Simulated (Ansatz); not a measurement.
`FC(F)=CC(F)(F)F` + H₂ → `C=C(F)F` + `FC(F)F` at 400 K and 1 bar (hydrogenolysis of a C–C bond).

Program: Ansatz. Geometries: PBE0-D4/def2-TZVP. ΔE: electronic, gas phase. CBS: MP2 limit from def2 TZ/QZ plus the TZ coupled-cluster correction, frozen cores. This one scheme is used for every species.

| species | CCSD(T)/CBS energy (Eh) | H − E (kJ/mol) | S (J/(mol·K)) |
| --- | --- | --- | --- |
| `FC(F)=CC(F)(F)F` | -613.68364 | 144.8 | 396.4 |
| H₂ | -1.17544 | 38.0 | 139.0 |
| `C=C(F)F` | -276.85281 | 115.7 | 283.4 |
| `FC(F)F` | -338.02896 | 84.0 | 275.7 |

H − E and S are ideal-gas, rigid-rotor, harmonic terms from PBE0-D4/def2-TZVP. For small species the MP2-based limit differs from directly extrapolated CCSD(T) by up to some mEh (0.8 for H₂); such offsets cancel only in part. 1 Eh = 2625.50 kJ/mol, R = 8.31446 J/(mol·K).

Problem. By hand: ΔE, ΔH, ΔS and ΔG.

Solution. ΔE = (-276.85281) + (-338.02896) − (-613.68364) − (-1.17544) = -0.02269 Eh = -59.6 kJ/mol. Δ(H − E) = 115.7 + 84.0 − 144.8 − 38.0 = 16.9, so ΔH = -42.7 kJ/mol. ΔS = 283.4 + 275.7 − 396.4 − 139.0 = 23.7 J/(mol·K). ΔG = -42.7 − 400 × (23.7)/1000 = -52.2 kJ/mol.

Problem. By hand: the equilibrium constant, and the temperature at which ΔG would vanish if ΔH and ΔS stayed fixed.

Solution. log₁₀ K = −ΔG/(RT ln 10) = 6.8. ΔH and −TΔS have one sign here, so there is no such temperature.

ΔH outweighs TΔS. A doubt of 5 kJ/mol in ΔE shifts log₁₀ K by 0.7 here. Modes under 60 cm⁻¹, often nearly free rotors, make the harmonic entropy too high. These are equilibria of isolated gas molecules and say nothing of rates. Largest T1 diagnostic: 0.013 (customary marks: 0.02 for closed shells, 0.045 for open ones).
